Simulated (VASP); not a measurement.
A run of VASP 6.6.1 is set up as follows.

File INCAR:

```
  ALGO = Fast
  EDIFF = 1E-6
  ENCUT = 520
  GGA = PS
  ISIF = 2
  ISMEAR = 0
  LASPH = True
  LCHARG = False
  LREAL = False
  LWAVE = False
  NBANDS = 16
  NELM = 100
  PREC = Accurate
  SIGMA = 0.1
```

Contents of KPOINTS:

```
k-points
0
Gamma
  12 12 12
```

File POSCAR:

```
CdSe
1.0
    0.0000000000      2.8092939450      2.8092939450
    2.8092939450      0.0000000000      2.8092939450
    2.9242522650      2.9242522650     -0.1149583200
Cd Se
1 1
Direct
    0.0150667721      0.0150667721     -0.0452003163
    0.4849332279      0.4849332279      0.5452003163
```

Potentials or basis: VASP PAW PBE potentials, release 64 (Cd, Se).

Command:

```console
$ cat potpaw_PBE.64/Cd/POTCAR potpaw_PBE.64/Se/POTCAR > POTCAR
$ mpirun -np 1 vasp_std > vasp.out
```

Task: Estimate the pressure.

Result: -0.9 GPa.

Task: Predict the largest force.

Result: 0.363 eV/Å.

Task: Predict the band gap on the k mesh.

Result: None (metal or under the smearing width).

Stress tensor (GPa, compression positive):
```
-0.85 -1.29  1.29
-1.29 -0.85  1.29
 1.29  1.29 -0.85
```

Caveat: the PAW data sets were made with another functional, which shifts forces and pressure a little.
